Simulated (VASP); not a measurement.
# K: phonon dispersion with LDA

Crystal: K.

```
CELL_PARAMETERS angstrom
-7.83750 7.83750 7.83750
7.83750 -7.83750 7.83750
7.83750 7.83750 -7.83750
ATOMIC_POSITIONS crystal
K 0.00000 0.00000 0.00000
K 0.00000 0.00000 0.33333
K 0.00000 0.00000 0.66667
K 0.00000 0.33333 0.00000
K 0.00000 0.33333 0.33333
K 0.00000 0.33333 0.66667
K 0.00000 0.66667 0.00000
K 0.00000 0.66667 0.33333
K 0.00000 0.66667 0.66667
K 0.33333 0.00000 0.00000
K 0.33333 0.00000 0.33333
K 0.33333 0.00000 0.66667
K 0.33333 0.33333 0.00000
K 0.33333 0.33333 0.33333
K 0.33333 0.33333 0.66667
K 0.33333 0.66667 0.00000
K 0.33333 0.66667 0.33333
K 0.33333 0.66667 0.66667
K 0.66667 0.00000 0.00000
K 0.66667 0.00000 0.33333
K 0.66667 0.00000 0.66667
K 0.66667 0.33333 0.00000
K 0.66667 0.33333 0.33333
K 0.66667 0.33333 0.66667
K 0.66667 0.66667 0.00000
K 0.66667 0.66667 0.33333
K 0.66667 0.66667 0.66667
```

```
Program                : VASP 6.6.1
Task                   : phonon dispersion
Functional             : LDA
Potentials or basis    : VASP PAW LDA potentials, release 64 (K_sv)
Cutoff                 : 520 eV
k mesh                 : 2 × 2 × 2
Occupations            : methfessel-paxton, width 0.1 eV
Spin                   : no spin polarisation
Long-range dipole term : no
Supercell matrix       : [3, 0, 0, 0, 3, 0, 0, 0, 3]
Further INCAR settings : LREAL = Auto; ALGO = Fast; EDIFF = 1e-07; IBRION = 6; POTIM = 0.015; NSW = 1
```

The highest phonon frequency is 64 cm⁻¹.

Phonon frequencies in cm⁻¹ (negative: imaginary):
```csv
q point,frequencies
"(0.000, 0.000, 0.000)",0 0 0
"(0.286, -0.286, 0.286)",39 51 51
"(0.500, -0.500, 0.500)",64 64 64
"(0.214, -0.214, 0.500)",34 53 64
"(0.000, 0.000, 0.500)",-15 42 64
"(0.000, 0.000, 0.214)",-13 28 35
"(0.000, 0.000, 0.000)",0 0 0
"(0.143, 0.143, 0.143)",28 28 54
"(0.250, 0.250, 0.250)",50 50 50
"(0.393, -0.179, 0.393)",36 61 61
"(0.250, 0.250, 0.250)",50 50 50
"(0.107, 0.107, 0.393)",21 45 62
```

Phonon frequencies at the corners of the path (cm⁻¹, interpolated; i marks imaginary ones):
| point | frequencies |
| --- | --- |
| Γ | 0 0 0 |
| H | 64 64 64 |
| N | 15i 42 64 |
| P | 50 50 50 |

Wall time 25 min on 4 MPI ranks on Intel(R) Xeon(R) 6975P-C (Granite Rapids) (shared host), peak memory 0.83 GiB a rank.

Caveat: some modes are imaginary.
